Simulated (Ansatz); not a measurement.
Here is an Ansatz 0.2.0 calculation.

The input input.yaml:

```yaml
crystal:
  lattice:
    - [0.0, 2.32725273, 2.32725273]
    - [2.32725273, 0.0, 2.32725273]
    - [2.32725273, 2.32725273, 0.0]
  atoms:
    - { symbol: Cu, position: [0.0, 0.0, 0.0] }
    - { symbol: O, position: [0.25, 0.25, 0.25] }
hamiltonian:
  xc: pbesol
  pseudopotentials: { kind: paw }
kpoints:
  mp_grid: { grid: [6, 6, 6] }
  band_path:
    path:
      - [[0.0, 0.0, 0.0], [0.5, 0.0, 0.5], [0.5, 0.25, 0.75], [0.375, 0.375, 0.75], [0.0, 0.0, 0.0], [0.5, 0.5, 0.5], [0.625, 0.25, 0.625], [0.5, 0.25, 0.75], [0.5, 0.5, 0.5], [0.375, 0.375, 0.75]]
      - [[0.625, 0.25, 0.625], [0.5, 0.0, 0.5]]
    npoints: 14
scf:
  occupations: { method: fermi_dirac, width: 0.05 }
  n_extra_bands: 6
output:
  forces: true
  stress: true
  eigenvalues: true
  fatbands: false
  write_density: true
  write_potential: true
  elf: true
  volumetric_format: npy
```

Potentials or basis: Ansatz PAW.

Run with:

```bash
$ ansatz run input.yaml --threads 2 --pin off --max-ram 5632MiB --backend cpu --events-out ev --progress --plain --runs-dir out
```

Problem. What does it give for the band gap on the k mesh?

Solution. None (metal or under the smearing width).

Problem. Estimate the pressure.

Solution. -15.5 GPa.

Levels at the corners of the path, in eV from the Fermi level:
| point | band 11 | band 12 | band 13 | band 14 | band 15 | band 16 |
| --- | --- | --- | --- | --- | --- | --- |
| Γ | 0.73 | 0.73 | 0.73 | 0.75 | 13.67 | 13.67 |
| X | -1.27 | -1.02 | -1.02 | 5.62 | 9.11 | 11.12 |
| W | -1.52 | -1.37 | -0.54 | 7.33 | 9.01 | 10.60 |
| K | -1.52 | -0.98 | -0.62 | 6.87 | 8.66 | 10.13 |
| Γ | 0.73 | 0.73 | 0.73 | 0.75 | 13.67 | 13.67 |
| L | -1.66 | 0.00 | 0.00 | 5.67 | 7.49 | 13.35 |
| U | -1.52 | -0.98 | -0.62 | 6.87 | 8.66 | 10.13 |
| W | -1.52 | -1.37 | -0.54 | 7.33 | 9.01 | 10.60 |
| L | -1.66 | 0.00 | 0.00 | 5.67 | 7.49 | 13.35 |
| K | -1.52 | -0.98 | -0.62 | 6.87 | 8.66 | 10.13 |
| U | -1.52 | -0.98 | -0.62 | 6.87 | 8.66 | 10.13 |
| X | -1.27 | -1.02 | -1.02 | 5.62 | 9.11 | 11.12 |

Caveat: the k mesh is coarse (spacing up to 0.39 Å⁻¹), so the values aren't converged; the pressure holds a Pulay correction of +0.7 GPa for the finite cutoff; an odd number of electrons without spin polarisation forces a metal; a magnetic or distorted state may lie lower; the run has no spin polarisation, though such a crystal can be magnetic; semilocal functionals often make such compounds metallic where correlation or magnetic order opens a gap, which also shifts bond lengths; the PAW data sets come from PBE, with cores solved anew for the run's functional, which leaves a small shift of forces and pressure. With open d or f shells a metallic result of PBEsol can be an artefact of self-interaction; +U or a hybrid may open a gap.
